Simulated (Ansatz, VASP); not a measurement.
**Re in VASP and in Ansatz**

```
Re
1.0
    -0.08714    1.90558    1.94312
     1.90558   -0.08714    1.94312
     1.83472    1.83472   -0.01627
Re
1
Direct
  0.00000 0.00000 0.00000
```

Alike in both runs: task single point; functional PBEsol; k mesh 16 × 16 × 16; occupations gaussian, width 0.1 eV; no spin polarisation.

|  | VASP | Ansatz |
| --- | --- | --- |
| version | VASP 6.6.1 | Ansatz 0.2.0 |
| potentials or method | VASP PAW PBE potentials, release 64 (Re) | scalar-relativistic, plane waves, PAW |
| plane-wave cutoff (eV) | 520 | 420 |
| valence electrons in the cell | 7 | 15 |

```csv
,VASP,Ansatz,Ansatz less VASP
gap on the k mesh at the Fermi level (eV),none,none,-
pressure (GPa),12.1,11.9,-0.19
largest component of the traceless stress (GPa),22.06,22.27,+0.216
```

A gap of «none» marks a metal or a gap that the smearing closes. The two sets of potentials don't hold the same shells in valence.

Caveats: the PAW data sets were made with another functional, which shifts forces and pressure a little (VASP). The runs have no spin-orbit coupling, so splittings on Re are missing.
